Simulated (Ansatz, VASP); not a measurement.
# Zn: VASP beside Ansatz

```
Zn
1.0
    -1.52714    1.56173    1.52690
     1.48647   -1.65878    1.58329
     1.56585    1.69749   -1.62395
Zn
1
Cartesian
  -0.0200 0.0572 0.0050
```

Change from the starting cell: cell strained at random at fixed volume.

Alike in both runs: task single point; functional PBEsol; k mesh 12 × 12 × 12; occupations fermi-dirac, width 0.05 eV; no spin polarisation.

```csv
,VASP,Ansatz
version,VASP 6.6.1,Ansatz 0.2.0
potentials or method,"VASP PAW PBE potentials, release 64 (Zn)",Ansatz PAW
plane-wave cutoff (eV),520,420
valence electrons in the cell,12,12
```

```tsv
	VASP	Ansatz	Ansatz less VASP
gap on the k mesh at the Fermi level (eV)	none	none	-
pressure (GPa)	-4.6	-5.0	-0.30
largest component of the traceless stress (GPa)	1.38	1.43	+0.049
```

A gap of «none» marks a metal or a gap that the smearing closes.

Caveats: the PAW data sets were made with another functional, which shifts forces and pressure a little (VASP); the PAW data sets come from PBE, with cores solved anew for the run's functional, which leaves a small shift of forces and pressure (Ansatz).
